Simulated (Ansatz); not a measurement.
Take a crystal in which Si has been replaced by C on all its sites, with the cell rescaled by a rough guess (in some cases also distorted within its space group) and nothing relaxed:

```yaml
crystal:
  lattice:
    - [-1.34181, 1.34181, 1.12107]
    - [1.34181, -1.34181, 1.12107]
    - [1.34181, 1.34181, -1.12107]
  atoms:
    - { symbol: C, position: [0.00000, 0.00000, 0.00000] }
```

These are results of DFT PBEsol, scalar-relativistic, plane waves, PAW (Ansatz), not measurements.

Plane waves to 420 eV, a k mesh through Γ of 24×24×24 on the computed 1-atom cell and Gaussian smearing (0.10 eV); no spin polarisation.

(1) Will this cell want to expand or contract, and how hard?

(2) Is it a metal on this mesh?

## Answers

(1) The pressure is -27.6 GPa (positive in compression), so the cell would contract.

(2) Yes, a band crosses the Fermi level.

This form isn't the element's structure at ambient conditions.